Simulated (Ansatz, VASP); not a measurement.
# PbF2: VASP beside Ansatz

```
Pb F
1.0
     0.00000    2.88075    3.01440
     2.88075    0.00000    3.01440
     2.88075    2.88075    0.00000
Pb F
1 2
Direct
  0.00000 0.00000 0.00000
  0.25000 0.25000 0.25000
  0.75000 0.75000 0.75000
```

Change from the starting cell: strain -0.030 along x and y, +0.015 along z, atoms carried along.

Alike in both runs: task single point; functional r2SCAN; k mesh 8 × 8 × 8; occupations gaussian, width 0.05 eV; no spin polarisation.

```csv
,VASP,Ansatz
version,VASP 6.6.1,Ansatz 0.2.0
potentials or method,"VASP PAW PBE potentials, release 64 (Pb_d, F)","scalar-relativistic, plane waves, PAW"
plane-wave cutoff (eV),520,500
valence electrons in the cell,28,28
```

Ansatz gave:

```
gap on the k mesh at the Fermi level (eV)       : 4.78
least direct gap on the mesh (eV)               : 5.01
pressure (GPa)                                  : 3.0
largest component of the traceless stress (GPa) : 1.59
```

Question: What did VASP give for the same quantities?

Answer: gap on the k mesh at the Fermi level (eV): 4.78; least direct gap on the mesh (eV): 5.01; pressure (GPa): 3.0; largest component of the traceless stress (GPa): 1.58.

The functional is the same, so the differences come from potentials, cutoffs and numerics.

Caveats: the PAW data sets were made with another functional, which shifts forces and pressure a little (VASP); spin-orbit coupling is left out, which as a rule narrows the gap of such compounds by several tenths of an eV. A k mesh can miss the band edges.
